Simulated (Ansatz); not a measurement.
# CdO (Monteponite) (Fm-3m) in Ansatz: relaxation of cell and atoms with PBEsol+D4

Aim: the relaxation of cell and atoms of CdO (Monteponite) with PBEsol+D4.

Everything below comes from runs of Ansatz 0.2.0. Logs are shortened: lines on timing, memory, paths and dates and some standing lists are left out, and cuts for length are marked.

**1. The structure**

It takes space group Fm-3m (No. 225, cubic). The conventional cell has a = 4.699 Å, b = 4.699 Å, c = 4.699 Å, α = 90.00°, β = 90.00°, γ = 90.00°. Around Cd (site symmetry m-3m) lie 6 O at 2.35 Å. O (site symmetry m-3m) is surrounded by 6 Cd at 2.35 Å.

**2. Relaxation of cell and atoms, PBEsol+D4**

Contents of input.yaml:

```yaml
crystal:
  lattice:
    - [0.0, 2.3495, 2.3495]
    - [2.3495, 0.0, 2.3495]
    - [2.3495, 2.3495, 0.0]
  atoms:
    - { symbol: Cd, position: [0.0, 0.0, 0.0] }
    - { symbol: O, position: [0.5, 0.5, 0.5] }
kpoints:
  mp_grid: { grid: [10, 10, 10] }
scf:
  occupations: { method: fermi_dirac, width: 0.05 }
hamiltonian:
  xc: pbesol
  dispersion: d4
  pseudopotentials: { kind: all_electron, lapw: { basis_error: 0.001 } }
output:
  forces: true
  stress: true
relax:
  f_tol: 0.02
  max_steps: 60
  cell: {}
```

Potentials or basis: all-electron LAPW, scalar-relativistic.

The run is started by

```bash
$ ansatz run input.yaml --threads 1 --pin off --max-ram 3072MiB --backend cpu --events-out ev --progress --plain --runs-dir out
```

The program printed:

```text
Warning: RAYON_NUM_THREADS=1 ignored (pool sized by the plan → 1); use --threads N
The last accepted step is kept in <dir> (removed where the run ends without a failure and the disk answers)
LAPW: plane waves up to 9.257 Å⁻¹, error target 1.0e-3 eV per atom; small_component_spin mean_spin; O in spheres of 1.013 Å, 8 of its electrons in bands, Dirac shells []; Cd in spheres of 1.266 Å, 30 of its electrons in bands, Dirac shells [] (how accurate: hamiltonian.pseudopotentials.lapw.basis_error, Limitations)
Engine: ansatz 0.2.0, aarch64-unknown-linux-gnu
Pseudopotentials: kind: all_electron
Pseudopotential: Cd, LAPW, valence charge 30, lapw/all_electron/scalar/gaussian/Cd, Koelling and Harmon's equation, gaussian nucleus
Pseudopotential: O, LAPW, valence charge 8, lapw/all_electron/scalar/gaussian/O, Koelling and Harmon's equation, gaussian nucleus
Functional definition: PBEsol
  exchange = pbesol_x
  correlation = pbesol_c
Crystal: 2 atoms, lattice volume = 25.939 Å³
Basis set: ecut = 326.48463960371004 eV, 331 PW (Γ), exchange–correlation at level 2
Bands: 23, of which v1, the nominal top of the filled ones, is band 19 counted from 1 (18 counted from 0)
Symmetry: 48 space group operations
Space group: Fm-3m (ITA 225), of the structure as read, at distance tolerance 3.0e-5 Å
k-points: 47 of 1000
Non-local potential: Cd, projectors of the file, none
Non-local potential: O, projectors of the file, none
Initial density: superposition of atomic densities (chi_scale 0.1, normalization cell, long waves kept (reshape's long-wave potential 0.00 eV rms))
Initial wavefunctions: plane waves of lowest kinetic energy (no species holds an atomic orbital)
Functional: x = pbesol(κ = 0.804, μ = 0.12345679012345678), c = pbesol(β = 0.046)
iter 1 solved again at ethr=8.62e-3 eV; its pass at ethr=1.00e-1 eV (dr2=3.28e0 eV) is discarded
SCF iter   1: F=—  HF=-154208.435161 eV  |F-HF|=—  |Δ(HF+E_count)|=         —  Δρ=9.55e-2  dr2=3.28e0  ethr=8.62e-3  ⟨swp⟩=2.0  Hψ=6346  notcnv=0
preconditioner: auto → none  [insulator: Δε(μ)=0.933 eV  Ē_g=15.405 eV  σ=0.050 eV  W_gap=1.00  n_scr=14 (ndim 8)  ℏωp=30.9 eV  f_vac=0.003  D(μ)=0.00/eV (n_scr^D=0)  ε∞_Penn≈5.0]
SCF iter   2: F=—  HF=-154207.730776 eV  |F-HF|=—  |Δ(HF+E_count)|=   7.04e-1  Δρ=5.06e-2  dr2=7.26e-1  ethr=8.62e-3  ⟨swp⟩=3.0  Hψ=3251  notcnv=0
SCF iter   3: F=—  HF=-154206.822978 eV  |F-HF|=—  |Δ(HF+E_count)|=   9.08e-1  Δρ=1.43e-2  dr2=7.62e-2  ethr=1.91e-3  ⟨swp⟩=3.0  Hψ=3476  notcnv=0
iter 4 solved again at ethr=6.84e-6 eV; its pass at ethr=2.01e-4 eV (dr2=2.60e-3 eV) is discarded
SCF iter   4: F=—  HF=-154206.805439 eV  |F-HF|=—  |Δ(HF+E_count)|=   1.75e-2  Δρ=2.64e-3  dr2=2.60e-3  ethr=6.84e-6  ⟨swp⟩=2.0  Hψ=5501  notcnv=0
SCF iter   5: F=—  HF=-154206.802624 eV  |F-HF|=—  |Δ(HF+E_count)|=   2.81e-3  Δρ=1.39e-3  dr2=6.98e-4  ethr=6.84e-6  ⟨swp⟩=2.0  Hψ=3104  notcnv=0
SCF iter   6: F=—  HF=-154206.802291 eV  |F-HF|=—  |Δ(HF+E_count)|=   3.33e-4  Δρ=1.53e-4  dr2=6.34e-6  ethr=1.84e-6  ⟨swp⟩=2.0  Hψ=3104  notcnv=0
SCF iter   7: F=-154206.802294 eV  HF=-154206.802294 eV  |F-HF|=9.87e-9  |Δ(HF+E_count)|=   2.29e-6  Δρ=9.12e-6  dr2=7.23e-9  ethr=1.67e-8  ⟨swp⟩=2.0  Hψ=3104  notcnv=0
SCF 1 converged in 7 iterations: F = -154206.802294 eV  dr2 = 7.23e-9
relax step   1: F+E_penalty+E_count = -154206.80229359 eV  Δ(F+E_penalty+E_count) = +0.000e0 eV  max|allowed force component| = 4.150e-31 eV/Å  Δτ_max = 0.0000 Å  P = -2.908 GPa  Ω = 25.939 Å³  (7 SCF iters, accepted)
Crystal: 2 atoms, lattice volume = 25.318 Å³
Basis set: ecut = 331.8028653973508 eV, 331 PW (Γ), exchange–correlation at level 2
Initial density: handed on by an earlier stage of this run
Initial wavefunctions: those handed on with the density
iter 1 solved again at ethr=4.09e-7 eV; its pass at ethr=1.00e-1 eV (dr2=1.55e-4 eV) is discarded
SCF iter   1: F=—  HF=-154206.806998 eV  |F-HF|=—  |Δ(HF+E_count)|=         —  Δρ=7.31e-4  dr2=1.64e-4  ethr=4.09e-7  ⟨swp⟩=4.0  Hψ=5713  notcnv=0
preconditioner: auto → none  [insulator: Δε(μ)=0.562 eV  Ē_g=15.501 eV  σ=0.050 eV  W_gap=0.96  n_scr=14 (ndim 8)  ℏωp=31.3 eV  f_vac=0.041  D(μ)=0.04/eV (n_scr^D=0)  ε∞_Penn≈5.1]
iter 2 solved again at ethr=3.66e-8 eV; its pass at ethr=4.09e-7 eV (dr2=1.39e-5 eV) is discarded
SCF iter   2: F=—  HF=-154206.806899 eV  |F-HF|=—  |Δ(HF+E_count)|=   9.96e-5  Δρ=2.44e-4  dr2=1.39e-5  ethr=3.66e-8  ⟨swp⟩=2.0  Hψ=5315  notcnv=0
SCF iter   3: F=—  HF=-154206.806887 eV  |F-HF|=—  |Δ(HF+E_count)|=   1.13e-5  Δρ=1.93e-4  dr2=1.29e-5  ethr=3.66e-8  ⟨swp⟩=2.9  Hψ=3180  notcnv=0
SCF iter   4: F=—  HF=-154206.806883 eV  |F-HF|=—  |Δ(HF+E_count)|=   4.85e-6  Δρ=6.02e-5  dr2=8.89e-7  ethr=3.39e-8  ⟨swp⟩=2.5  Hψ=3139  notcnv=0
SCF iter   5: F=-154206.806882 eV  HF=-154206.806882 eV  |F-HF|=4.07e-9  |Δ(HF+E_count)|=   4.67e-7  Δρ=1.15e-5  dr2=3.12e-8  ethr=2.34e-9  ⟨swp⟩=2.5  Hψ=3138  notcnv=0
SCF 2 converged in 5 iterations: F = -154206.806882 eV  dr2 = 3.12e-8
relax step   2: F+E_penalty+E_count = -154206.80688209 eV  Δ(F+E_penalty+E_count) = -4.588e-3 eV  max|allowed force component| = 7.560e-31 eV/Å  Δτ_max = 0.0000 Å  P = +0.624 GPa  Ω = 25.318 Å³  (5 SCF iters, accepted)
Crystal: 2 atoms, lattice volume = 25.426 Å³
Basis set: ecut = 330.8666475366746 eV, 331 PW (Γ), exchange–correlation at level 2
iter 1 solved again at ethr=7.88e-9 eV; its pass at ethr=1.00e-1 eV (dr2=3.00e-6 eV) is discarded
SCF iter   1: F=—  HF=-154206.807088 eV  |F-HF|=—  |Δ(HF+E_count)|=         —  Δρ=1.21e-4  dr2=4.61e-6  ethr=7.88e-9  ⟨swp⟩=5.0  Hψ=5874  notcnv=0
preconditioner: auto → none  [insulator: Δε(μ)=0.554 eV  Ē_g=15.457 eV  σ=0.050 eV  W_gap=0.96  n_scr=14 (ndim 8)  ℏωp=31.2 eV  f_vac=0.041  D(μ)=0.04/eV (n_scr^D=0)  ε∞_Penn≈5.1]
SCF iter   2: F=—  HF=-154206.807083 eV  |F-HF|=—  |Δ(HF+E_count)|=   4.64e-6  Δρ=3.77e-5  dr2=3.30e-7  ethr=7.88e-9  ⟨swp⟩=2.0  Hψ=3104  notcnv=0
SCF iter   3: F=—  HF=-154206.807083 eV  |F-HF|=—  |Δ(HF+E_count)|=   3.05e-7  Δρ=3.19e-5  dr2=3.61e-7  ethr=8.69e-10  ⟨swp⟩=2.9  Hψ=3191  notcnv=0
iter 4 solved again at ethr=5.88e-11 eV; its pass at ethr=8.69e-10 eV (dr2=2.24e-8 eV) is discarded
SCF iter   4: F=-154206.807083 eV  HF=-154206.807083 eV  |F-HF|=5.31e-8  |Δ(HF+E_count)|=   1.44e-7  Δρ=9.61e-6  dr2=2.24e-8  ethr=5.88e-11  ⟨swp⟩=2.0  Hψ=5355  notcnv=0
SCF 3 converged in 4 iterations: F = -154206.807083 eV  dr2 = 2.24e-8
relax step   3: F+E_penalty+E_count = -154206.80708269 eV  Δ(F+E_penalty+E_count) = -2.006e-4 eV  max|allowed force component| = 4.232e-31 eV/Å  Δτ_max = 0.0000 Å  P = -0.022 GPa  Ω = 25.426 Å³  (4 SCF iters, accepted)
iter 1 solved again at ethr=5.20e-11 eV; its pass at ethr=1.00e-1 eV (dr2=1.98e-8 eV) is discarded
SCF iter   1: F=—  HF=-154206.807085 eV  |F-HF|=—  |Δ(HF+E_count)|=         —  Δρ=9.59e-6  dr2=2.23e-8  ethr=5.20e-11  ⟨swp⟩=4.0  Hψ=5431  notcnv=0
preconditioner: auto → none  [insulator: Δε(μ)=0.555 eV  Ē_g=15.458 eV  σ=0.050 eV  W_gap=0.96  n_scr=14 (ndim 8)  ℏωp=31.2 eV  f_vac=0.041  D(μ)=0.04/eV (n_scr^D=0)  ε∞_Penn≈5.1]
SCF iter   2: F=-154206.807083 eV  HF=-154206.807083 eV  |F-HF|=3.08e-8  |Δ(HF+E_count)|=   1.38e-6  Δρ=6.43e-6  dr2=1.42e-8  ethr=5.20e-11  ⟨swp⟩=3.0  Hψ=3269  notcnv=0
SCF 4 converged in 2 iterations: F = -154206.807083 eV  dr2 = 1.42e-8
relax step   4: F+E_penalty+E_count = -154206.80708327 eV  Δ(F+E_penalty+E_count) = -5.717e-7 eV  max|allowed force component| = 5.239e-31 eV/Å  Δτ_max = 0.0000 Å  P = -0.025 GPa  Ω = 25.426 Å³  stress off target by 2.48e-2 GPa  SCF on the basis re-selected at this cell (its energy is not comparable with the rows above)  (2 SCF iters)
basis re-selected at this cell: Δ(F+E_penalty+E_count) = -5.717e-7 eV, ΔP = -0.003 GPa vs the last step (what re-selecting the basis moved, after the strain that the cell walked since its last selection, with what the two solves' SCF thresholds leave and, on support functions, any second-order correction that the steps lacked; it is no measure of the basis error at this ecutwfc). This SCF's stress stands 2.48e-2 GPa from its target on what of the cell is left free (relax.cell.stress_tol is 5.00e-2 GPa) and its largest allowed force component is 5.24e-31 eV/Å (relax.f_tol is 2.00e-2 eV/Å): within both
SCF converged after 2 iterations
Free energy (F): -154206.807083 eV
Harris-Foulkes:  -154206.807083 eV  (|F-HF|=3.08e-8)
Internal energy: -154206.806554 eV  (E = F + TS)
E sigma→0 (E₀):  -154206.806818 eV
Entropy (-TS):   -0.000530 eV (-0.265 meV/atom)
Fermi energy:    14.106632 eV
--- Per-component energies (eV) ---
  E_band       = -5034.929215
  E_kinetic    = 161427.038330
  E_xc         = -4364.954253
  E_electrostatic = -311268.524306  (all electrons and nuclei)
  E_disp       = -0.366323  (pairwise vdW)
  E_smearing   = -0.000530  (= −TS)
  E_closure    = 0.000000  (closes the sum)
  E_atoms      = -154197.890198  (free atoms, spherical and without spin; not in F)
  Σ components = -154206.807083   (vs F -154206.807083, Δ=0.00e0)
  Basis errors (estimates in eV, not in F): energy 3.7e-4 per atom: plane waves 3.4e-4 (1.9e-4 summed), levels above the bands 1.7e-96, relativity 4.0e-8, radial functions 3.1e-5, core shells 1.3e-7; eigenvalues (radial functions only) 4.0e-5; not estimated: angular momenta, meshes, grids; target (lapw.basis_error) 1.0e-3; muffin-tin radii O 1.007 Å, Cd 1.257 Å
--- Forces (eV/Å), atoms counted from 1 ---
  atom   1  Cd    -0.00000000     0.00000000    -0.00000000
  atom   2  O      0.00000000    -0.00000000    -0.00000000
  max |Σ_I F_I| component: 7.93e-31 eV/Å
--- Stress (GPa, compression-positive) ---
       -0.024766       0.000000       0.000000
        0.000000      -0.024766      -0.000000
        0.000000      -0.000000      -0.024766
  P = ⅓ Tr σ = -0.0248 GPa (-0.248 kbar)
--- Relaxed structure (3 steps of the walk, 3 accepted, 1 SCFs on fresh bases) ---
  F+E_penalty+E_count = -154206.80708327 eV   max|allowed force component| = 5.239e-31 eV/Å   (the final SCF, on the basis selected at the relaxed cell)
  cell:  # Å, volume = 25.4256 Å³
    - [3.8215290246716956e-35, 2.3338897172672515, 2.3338897172672515]
    - [2.3338897172672515, -2.5476860164477985e-35, 2.3338897172672515]
    - [2.3338897172672515, 2.3338897172672515, -2.6750703172701844e-34]
  atoms:
    - { symbol: Cd, position: [-3.202027599593499e-37, 6.40405519919384e-37, 8.538740265595474e-37] }
    - { symbol: O, position: [0.5, 0.5, 0.5] }
```

It took 21 s on 1 thread of Arm Neoverse V1, shared host; peak memory 0.33 GiB.

What came out:

- Free energy: -154206.8071 eV
- Relaxed volume: 12.71 Å³/atom
- Relaxed cell: a = 3.301 Å, b = 3.301 Å, c = 3.301 Å, α = 60.00°, β = 60.00°, γ = 60.00°
- Space group after relaxing (to 0.05 Å): Fm-3m (No. 225)
- Energy gained by relaxing: 2.4 meV/atom
- Ionic steps: 4
- Pressure after relaxing: 0.0 GPa

The path:
```
step  energy change (eV)  largest force (eV/Å)  volume (Å³)
   1              0.0000                0.0000        25.94
   2             -0.0046                0.0000        25.32
   3             -0.0048                0.0000        25.43
   4             -0.0048                0.0000        25.43
```

Final structure:
```cif
data_structure
_symmetry_space_group_name_H-M 'P 1'
_symmetry_Int_Tables_number 1
_cell_length_a 3.3006
_cell_length_b 3.3006
_cell_length_c 3.3006
_cell_angle_alpha 60.000
_cell_angle_beta 60.000
_cell_angle_gamma 60.000
_cell_volume 25.43
loop_
_atom_site_label
_atom_site_type_symbol
_atom_site_fract_x
_atom_site_fract_y
_atom_site_fract_z
_atom_site_occupancy
Cd1 Cd 0.00000 0.00000 0.00000 1
O1 O 0.50000 0.50000 0.50000 1
```
